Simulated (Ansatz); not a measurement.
**TiO2 — field gradients at the nuclei**

The cell is an entry of the Crystallography Open Database (COD), ions relaxed with PBE at fixed cell.

```cif
data_TiO2
_symmetry_space_group_name_H-M 'P4_2/mnm'
_symmetry_Int_Tables_number 136
_cell_length_a 4.5940
_cell_length_b 4.5940
_cell_length_c 2.9590
_cell_angle_alpha 90.000
_cell_angle_beta 90.000
_cell_angle_gamma 90.000
loop_
_atom_site_label
_atom_site_type_symbol
_atom_site_symmetry_multiplicity
_atom_site_Wyckoff_symbol
_atom_site_fract_x
_atom_site_fract_y
_atom_site_fract_z
Ti Ti 2 a 0.0000 0.0000 0.0000
O O 4 f 0.3043 0.3043 0.0000
```

One atom of each set is listed.

All values are calculated (Ansatz; DFT, LDA, plane waves and PAW, scalar-relativistic, 420 eV cutoff, Γ-centred 7×7×10 k-points, Fermi–Dirac smearing 0.02 eV), not measured.

V_zz is the principal component of the electric field gradient with the largest magnitude, η = (V_xx − V_yy)/V_zz and C_Q = eQV_zz/h.

⁴⁷Ti: I = 5/2, Q = 302.0 mb; O-17: I = 5/2, Q = -25.58 mb. Quadrupole moments are those of Pyykkö's year-2017 table.

| site | atoms | first shell | V_xx, V_yy, V_zz (10²¹ V/m²) | η | C_Q (MHz) |
| --- | --- | --- | --- | --- | --- |
| Ti | 2 | 6 O at 1.95–1.98 Å | 0.77, 1.06, -1.83 | 0.16 | -13.4 |
| O | 4 | 3 Ti at 1.95–1.98 Å | -0.086, -2.06, 2.15 | 0.92 | -1.33 |

At this cell the LDA pressure is -8 GPa, so with LDA the cell would shrink if it were relaxed.
